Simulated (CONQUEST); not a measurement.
**Si2Mo: equation of state with PBEsol**

Crystal: Si2Mo.

```
Mo Si
1.0
     3.20000    0.00000    0.00000
     0.00000    3.20000    0.00000
     0.00000    0.00000    7.86100
Mo Si
2 4
Direct
  0.00000 0.00000 0.00000
  0.50000 0.50000 0.50000
  0.00000 0.00000 0.66700
  0.50000 0.50000 0.16700
  0.00000 0.00000 0.33300
  0.50000 0.50000 0.83300
```

- Program: CONQUEST 1.3
- Task: equation of state
- Functional: PBEsol
- Potentials or basis: PseudoDojo NC PBEsol, DZP, grid of 32 × 32 × 80 points
- k mesh: 8 × 8 × 4
- Occupations: fermi-dirac, width 0.05 eV
- Spin: no spin polarisation

```yaml
Equilibrium_volume: 13.41 Å³/atom
Bulk_modulus_at_fixed_shape_and_positions: 213 GPa
Pressure_derivative_of_the_bulk_modulus: "4.2 (rough: it moves with the points fitted)"
```

Energy against volume, from the lowest point:
| volume (Å³/atom) | energy (meV/atom) |
| --- | --- |
| 12.611 | 35.18 |
| 12.879 | 14.82 |
| 13.148 | 3.60 |
| 13.416 | 0.00 |
| 13.684 | 3.52 |
| 13.953 | 13.58 |
| 14.221 | 29.42 |

All runs of the series together: 14 min on 1 thread of Intel(R) Xeon(R) Platinum 8488C (Sapphire Rapids) (shared host).

Caveat: the DZP basis gives volumes some 2 % larger than converged bases do, and moduli off by several per cent; the cell was scaled at fixed shape and fractional positions, which overstates the stiffness of a crystal with free parameters, most of all of layers and chains; the basis of atomic orbitals isn't converged, which shifts pressures, moduli and gaps.
